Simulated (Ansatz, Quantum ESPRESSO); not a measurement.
# H-BN-H chair, 1 layer: biaxial strain by an ASE script, part 2 of 2

How do the band edges of H-BN-H chair, 1 layer move against the vacuum when the sheet is stretched?

Quantum ESPRESSO 7.5; plane-wave DFT, PBE, GBRV ultrasoft pseudopotentials; geometry by Ansatz 0.2.0 with PAW datasets.

So far: The starting structure; Relaxation with Ansatz.

**3. The script**

Under ESM bc1 levels count from the vacuum, or from the mean of the two vacuum levels where the sheet has a dipole, so band edges at unlike strains can be compared.

Level of this step: plane-wave DFT, PBE, GBRV ultrasoft pseudopotentials (Quantum ESPRESSO 7.5).

Contents of run.py:

```python
import json
import numpy as np
from ase import Atoms
from ase.calculators.espresso import Espresso, EspressoProfile

profile = EspressoProfile(command='mpirun -n 2 pw.x -nk 2', pseudo_dir='../pseudo')
pseudopotentials = {'B': 'b_pbe_v1.4.uspp.F.UPF', 'H': 'h_pbe_v1.4.uspp.F.UPF', 'N': 'n_pbe_v1.2.uspp.F.UPF'}
system = {'ecutwfc': 40, 'ecutrho': 200, 'occupations': 'smearing', 'smearing': 'fd', 'degauss': 0.002}


def calculator(name, kpts, **extra):
    data = dict(control=dict(tprnfor=True, verbosity='high', disk_io='none'),
                system=system | extra,
                electrons=dict(conv_thr=1e-09, mixing_beta=0.4, mixing_mode='plain',
                               electron_maxstep=100))
    return Espresso(profile=profile, directory=name, pseudopotentials=pseudopotentials, kpts=kpts, input_data=data)


def centre(atoms):
    z = atoms.positions[:, 2]
    atoms.positions[:, 2] -= (z.max() + z.min()) / 2  # ESM wants the slab about z = 0
    return atoms

sheet = Atoms(
    ['H', 'N', 'B', 'H'],
    scaled_positions=[
        [0.6666666667, 0.3333333333, 0.4227707128],
        [0.6666666667, 0.3333333333, 0.4812633069],
        [0.3333333333, 0.6666666667, 0.5104327383],
        [0.3333333333, 0.6666666667, 0.5781830724]],
    cell=[
        [2.592583859926, 0.000000000000, 0.000000000000],
        [-1.296291929963, 2.245243484137, 0.000000000000],
        [0.000000000000, 0.000000000000, 17.686666666700]],
    pbc=True)

rows = []
for strain in [-0.03, -0.015, 0.0, 0.015, 0.03]:
    atoms = sheet.copy()
    atoms.set_cell(sheet.cell.array * [[1 + strain], [1 + strain], [1]], scale_atoms=True)
    atoms = centre(atoms)
    atoms.calc = calculator(f's{strain:+.3f}', (18, 18, 1), assume_isolated='esm', esm_bc='bc1', nbnd=9)
    energy = atoms.get_potential_energy()
    levels = np.array([atoms.calc.get_eigenvalues(kpt=i) for i in range(len(atoms.calc.get_ibz_k_points()))])
    top, bottom = levels[:, 4].max(), levels[:, 5].min()
    direct = (levels[:, 5] - levels[:, 4]).min()
    rows.append([strain, energy, top, bottom, direct])
    print(f'strain {strain:+.3f}: E = {energy:.5f} eV, valence top {top:.3f}, conduction bottom {bottom:.3f}, '
          f'gap {bottom - top:.3f}, least direct gap {direct:.3f} eV')

x, energy, top, bottom, direct = np.array(rows).T
area = np.linalg.norm(np.cross(*sheet.cell[:2]))
stiffness = np.polyfit(x, energy, 2)[0] / area * 16.0218  # C11 + C12, heights clamped
print(f'valence and conduction edges move by {np.polyfit(x, top, 1)[0]:.2f} and {np.polyfit(x, bottom, 1)[0]:.2f} eV per unit biaxial strain')
print(f'C11 + C12 with clamped heights: {stiffness:.1f} N/m')
json.dump(dict(rows=rows, stiffness=stiffness), open('result.json', 'w'))
```

The run is started by

```sh
$ OMP_NUM_THREADS=1 python run.py
```

The program printed:

```text
strain -0.030: E = -394.78669 eV, valence top -5.809, conduction bottom -3.245, gap 2.564, least direct gap 2.564 eV
strain -0.015: E = -394.84356 eV, valence top -5.921, conduction bottom -3.192, gap 2.729, least direct gap 2.729 eV
strain +0.000: E = -394.86145 eV, valence top -6.018, conduction bottom -3.139, gap 2.879, least direct gap 2.879 eV
strain +0.015: E = -394.84469 eV, valence top -6.101, conduction bottom -3.084, gap 3.018, least direct gap 3.018 eV
strain +0.030: E = -394.79724 eV, valence top -6.173, conduction bottom -3.033, gap 3.140, least direct gap 3.140 eV
valence and conduction edges move by -6.05 and 3.55 eV per unit biaxial strain
C11 + C12 with clamped heights: 212.6 N/m
```

Wall time 75 s (2 MPI ranks of Arm Neoverse V2, shared host); peak memory 0.17 GiB; 2.5 min of CPU time.

The input that ASE wrote for the first run, and its log:

```
&CONTROL
   verbosity        = 'high'
   tprnfor          = .true.
   disk_io          = 'none'
   pseudo_dir       = '../pseudo'
/
&SYSTEM
   nbnd             = 9
   ecutwfc          = 40
   ecutrho          = 200
   occupations      = 'smearing'
   degauss          = 0.002
   smearing         = 'fd'
   assume_isolated  = 'esm'
   esm_bc           = 'bc1'
   ntyp             = 3
   nat              = 4
   ibrav            = 0
/
&ELECTRONS
   electron_maxstep = 100
   conv_thr         = 1e-09
   mixing_mode      = 'plain'
   mixing_beta      = 0.4
/
&IONS
/
&CELL
/
&FCP
/
&RISM
/
ATOMIC_SPECIES
H 1.008 h_pbe_v1.4.uspp.F.UPF
N 14.007 n_pbe_v1.2.uspp.F.UPF
B 10.81 b_pbe_v1.4.uspp.F.UPF

K_POINTS automatic
18 18 1  0 0 0

CELL_PARAMETERS angstrom
2.51480634412822 0.00000000000000 0.00000000000000
-1.25740317206411 2.17788617961289 0.00000000000000
0.00000000000000 0.00000000000000 17.68666666670000

ATOMIC_POSITIONS angstrom
H 1.2574031722 0.7259620598 -1.3743633001  
N 1.2574031722 0.7259620598 -0.3398242857  
B -0.0000000001 1.4519241198 0.1760857243  
H -0.0000000001 1.4519241198 1.3743633001
```

```text
Program PWSCF v.7.5 starts
[citation notice left out]

     Parallel version (MPI & OpenMP), running on       2 processor cores
     Number of MPI processes:                 2
     Threads/MPI process:                     1

     MPI processes distributed on     1 nodes
[... 1 line left out ...]

Warning: card &CELL ignored
Warning: card &FCP ignored
Warning: card &RISM ignored

     Current dimensions of program PWSCF are:
     Max number of different atomic species (ntypx) = 10
     Max number of k-points (npk) =  40000
     Max angular momentum in pseudopotentials (lmaxx) =  4
     Message from routine setup:
     using ibrav=0 with symmetry is DISCOURAGED, use correct ibrav instead

     K-points division:     npool     =       2
     Subspace diagonalization in iterative solution of the eigenvalue problem:
     a serial algorithm will be used

     G-vector sticks info
     --------------------
     sticks:   dense  smooth     PW     G-vecs:    dense   smooth      PW
     Sum         313     253     85                31363    22467    4205

     Using Slab Decomposition

     bravais-lattice index     =            0
     lattice parameter (alat)  =       4.7523  a.u.
     unit-cell volume          =     653.7058 (a.u.)^3
     number of atoms/cell      =            4
     number of atomic types    =            3
     number of electrons       =        10.00
     number of Kohn-Sham states=            9
     kinetic-energy cutoff     =      40.0000  Ry
     charge density cutoff     =     200.0000  Ry
     scf convergence threshold =      1.0E-09
     mixing beta               =       0.4000
     number of iterations used =            8  plain     mixing
     Exchange-correlation=  SLA  PW   PBX  PBC
                           (   1   4   3   4   0   0   0)

     Effective Screening Medium Method
     =================================
     Boundary Conditions: Vacuum-Slab-Vacuum
     total charge in unit cell        =   0.0000
     grid points for fit at edges     =        4

[... 10 lines left out ...]
     PseudoPot. # 1 for H  read from file:
     ../pseudo/h_pbe_v1.4.uspp.F.UPF
     Pseudo is Ultrasoft, Zval =  1.0
     Generated by new atomic code, or converted to UPF format
     Using radial grid of  615 points,  2 beta functions with:
                l(1) =   0
                l(2) =   0
     Q(r) pseudized with  8 coefficients,  rinner =    0.700

     PseudoPot. # 2 for N  read from file:
     ../pseudo/n_pbe_v1.2.uspp.F.UPF
     Pseudo is Ultrasoft + core correction, Zval =  5.0
     Generated by new atomic code, or converted to UPF format
     Using radial grid of  729 points,  4 beta functions with:
                l(1) =   0
                l(2) =   0
                l(3) =   1
                l(4) =   1
     Q(r) pseudized with  8 coefficients,  rinner =    0.900   0.900   0.900

     PseudoPot. # 3 for B  read from file:
[... 705 lines left out ...]
     estimated scf accuracy    <          4.9E-10 Ry
     smearing contrib. (-TS)   =       0.00000000 Ry
     internal energy E=F+TS    =     -29.01628911 Ry

     The total energy is F=E-TS. E is the sum of the following terms:
     one-electron contribution =     106.66097591 Ry
     hartree contribution      =     -51.98672558 Ry
     xc contribution           =      -9.98233165 Ry
     ewald contribution        =     -73.70820779 Ry

     convergence has been achieved in  14 iterations

     negative rho (up, down):  2.350E-04 0.000E+00

     Forces acting on atoms (cartesian axes, Ry/au):

     atom    1 type  1   force =     0.00000000    0.00000000   -0.01022989
     atom    2 type  2   force =     0.00000000    0.00000000   -0.00120088
     atom    3 type  3   force =     0.00000000    0.00000000    0.01036878
     atom    4 type  1   force =     0.00000000    0.00000000    0.00092508
     The non-local contrib.  to forces
     atom    1 type  1   force =    -0.00000000    0.00000000    0.20644665
     atom    2 type  2   force =     0.00000000   -0.00000000   -0.55153936
     atom    3 type  3   force =     0.00000000    0.00000000   -0.26764892
     atom    4 type  1   force =     0.00000000   -0.00000000   -0.13676611
     The ionic contribution  to forces
     atom    1 type  1   force =    -0.00000000    0.00000000   -6.87191946
     atom    2 type  2   force =    -0.00000000    0.00000000   -4.35477705
     atom    3 type  3   force =     0.00000000   -0.00000000    5.10223011
     atom    4 type  1   force =     0.00000000   -0.00000000    6.12446640
     The local contribution  to forces
     atom    1 type  1   force =    -0.00000000    0.00000000    6.65524887
     atom    2 type  2   force =    -0.00000000    0.00000000    4.90027254
     atom    3 type  3   force =    -0.00000000    0.00000000   -4.83078878
     atom    4 type  1   force =     0.00000000   -0.00000000   -5.98678052
     The core correction contribution to forces
     atom    1 type  1   force =     0.00000000    0.00000000    0.00000000
     atom    2 type  2   force =     0.00000000   -0.00000000    0.00482694
     atom    3 type  3   force =    -0.00000000    0.00000000    0.00656356
     atom    4 type  1   force =     0.00000000    0.00000000    0.00000000
     The Hubbard contrib.    to forces
     atom    1 type  1   force =     0.00000000    0.00000000    0.00000000
     atom    2 type  2   force =     0.00000000    0.00000000    0.00000000
     atom    3 type  3   force =     0.00000000    0.00000000    0.00000000
     atom    4 type  1   force =     0.00000000    0.00000000    0.00000000
     The SCF correction term to forces
     atom    1 type  1   force =    -0.00000000    0.00000000   -0.00000595
     atom    2 type  2   force =    -0.00000000    0.00000000    0.00001606
     atom    3 type  3   force =     0.00000000   -0.00000000    0.00001281
     atom    4 type  1   force =     0.00000000   -0.00000000    0.00000531

     Total force =     0.014644     Total SCF correction =     0.000022
     Message from routine punch:
     Nothing written, as per user request (disk_io='none')

[... 1 line left out ...]

[... 1 line left out ...]

[... 1 line left out ...]

[... 3 lines left out ...]

[... 1 line left out ...]

[... 2 lines left out ...]

[... 1 line left out ...]

[... 1 line left out ...]

=------------------------------------------------------------------------------=
   JOB DONE.
=------------------------------------------------------------------------------=
```

This step gave:

* biaxial stiffness: 212.6 N/m

The band edge from the vacuum level by biaxial strain:

```
biaxial strain (%)  valence top (eV)  conduction bottom (eV)
             -3.00             -5.81                   -3.25
             -1.50             -5.92                   -3.19
              0.00             -6.02                   -3.14
              1.50             -6.10                   -3.08
              3.00             -6.17                   -3.03
```

Table of gap by biaxial strain:

```
biaxial strain (%)  on the mesh (eV)  least direct (eV)
             -3.00              2.56               2.56
             -1.50              2.73               2.73
              0.00              2.88               2.88
              1.50              3.02               3.02
              3.00              3.14               3.14
```

The energy over the lowest by biaxial strain:

```
biaxial strain (%)  energy over the lowest (meV)
             -3.00                          74.8
             -1.50                          17.9
              0.00                             0
              1.50                          16.8
              3.00                          64.2
```

**4. Running the series: vdW-DF-cx, GBRV ultrasoft**

Level of this step: plane-wave DFT, vdW-DF-cx, GBRV ultrasoft pseudopotentials made under PBE (Quantum ESPRESSO 7.5). input_dft overrides the functional of the files.

run.py, as its differences from the input of step 3:

```diff
@@ -7,3 +7,3 @@
 pseudopotentials = {'B': 'b_pbe_v1.4.uspp.F.UPF', 'H': 'h_pbe_v1.4.uspp.F.UPF', 'N': 'n_pbe_v1.2.uspp.F.UPF'}
-system = {'ecutwfc': 40, 'ecutrho': 200, 'occupations': 'smearing', 'smearing': 'fd', 'degauss': 0.002}
+system = {'ecutwfc': 40, 'ecutrho': 200, 'input_dft': 'vdw-df-cx', 'occupations': 'smearing', 'smearing': 'fd', 'degauss': 0.002}
```

The run is started by

```sh
$ OMP_NUM_THREADS=1 python run.py
```

The program printed:

```text
strain -0.030: E = -394.65376 eV, valence top -5.916, conduction bottom -3.689, gap 2.227, least direct gap 2.227 eV
strain -0.015: E = -394.69950 eV, valence top -6.027, conduction bottom -3.644, gap 2.382, least direct gap 2.382 eV
strain +0.000: E = -394.70656 eV, valence top -6.122, conduction bottom -3.602, gap 2.520, least direct gap 2.520 eV
strain +0.015: E = -394.67921 eV, valence top -6.204, conduction bottom -3.548, gap 2.656, least direct gap 2.656 eV
strain +0.030: E = -394.62151 eV, valence top -6.274, conduction bottom -3.506, gap 2.768, least direct gap 2.768 eV
valence and conduction edges move by -5.95 and 3.09 eV per unit biaxial strain
C11 + C12 with clamped heights: 210.8 N/m
```

Run time: 3.7 min. Hardware: 2 MPI ranks; peak memory 0.27 GiB; 7.3 min of CPU time.

Numbers from this step:

* biaxial stiffness: 210.8 N/m

The band edge from the vacuum level by biaxial strain:

```
biaxial strain (%)  valence top (eV)  conduction bottom (eV)
             -3.00             -5.92                   -3.69
             -1.50             -6.03                   -3.64
              0.00             -6.12                   -3.60
              1.50             -6.20                   -3.55
              3.00             -6.27                   -3.51
```

Gap against biaxial strain:

```
biaxial strain (%)  on the mesh (eV)  least direct (eV)
             -3.00              2.23               2.23
             -1.50              2.38               2.38
              0.00              2.52               2.52
              1.50              2.66               2.66
              3.00              2.77               2.77
```

Energy over the lowest against biaxial strain:

```
biaxial strain (%)  energy over the lowest (meV)
             -3.00                          52.8
             -1.50                          7.07
              0.00                             0
              1.50                          27.4
              3.00                          85.1
```

**5. By hand**

Under equal strain ε in the plane, E = A (C11 + C12) ε². From the points at ±1.5 %: d²E/dε² = (17.89 + 16.76 − 2 × 0.00) meV / 0.015² = 154 eV, and 154/(2 × 5.821 Å²) × 16.02 = 212 N/m.

**6. Outcome**

| Quantity | Value |
| --- | --- |
| C11 + C12, heights clamped, PBE, GBRV ultrasoft | 213 N/m |
| gap on the mesh at zero strain, PBE, GBRV ultrasoft | 2.88 eV |
| valence top below the mean of the two vacuum levels at zero strain, PBE, GBRV ultrasoft | 6.02 eV |
| shift of the valence top per unit biaxial strain, PBE, GBRV ultrasoft | -6.1 eV |
| shift of the conduction bottom per unit biaxial strain, PBE, GBRV ultrasoft | 3.6 eV |
| C11 + C12, heights clamped, vdW-DF-cx, GBRV ultrasoft (made under PBE) | 211 N/m |
| gap on the mesh at zero strain, vdW-DF-cx, GBRV ultrasoft (made under PBE) | 2.52 eV |
| valence top below the mean of the two vacuum levels at zero strain, vdW-DF-cx, GBRV ultrasoft (made under PBE) | 6.12 eV |
| shift of the valence top per unit biaxial strain, vdW-DF-cx, GBRV ultrasoft (made under PBE) | -5.9 eV |
| shift of the conduction bottom per unit biaxial strain, vdW-DF-cx, GBRV ultrasoft (made under PBE) | 3.1 eV |

What this shows: The sheet's biaxial stiffness comes to 213 N/m and its gap at zero strain to 2.88 eV (PBE, GBRV ultrasoft). From −3 % to +3 % the gap on the mesh goes from 2.56 to 3.14 eV; it is direct at every strain. Heights are clamped under strain, which makes a sheet with several atomic planes too stiff. Semilocal gaps are too small. The sheet carries a dipole, so the two faces have unlike vacuum levels and the zero lies between them.

[Logs are printed without paths, hosts, clocks, repeated set-up lines and the standing remarks that a program may print on its own settings, such as how far it seeks lower states.]

[Hosts, paths, dates, database ids (printed as entryN), source tags and the programs' standing remarks are cut or masked in the printed files.]

[Maps of the electrostatic potential energy from Ansatz leave out the sawtooth potential of an applied field or a dipole correction, so their vacuum need not be flat; planar profiles and work functions include it.]
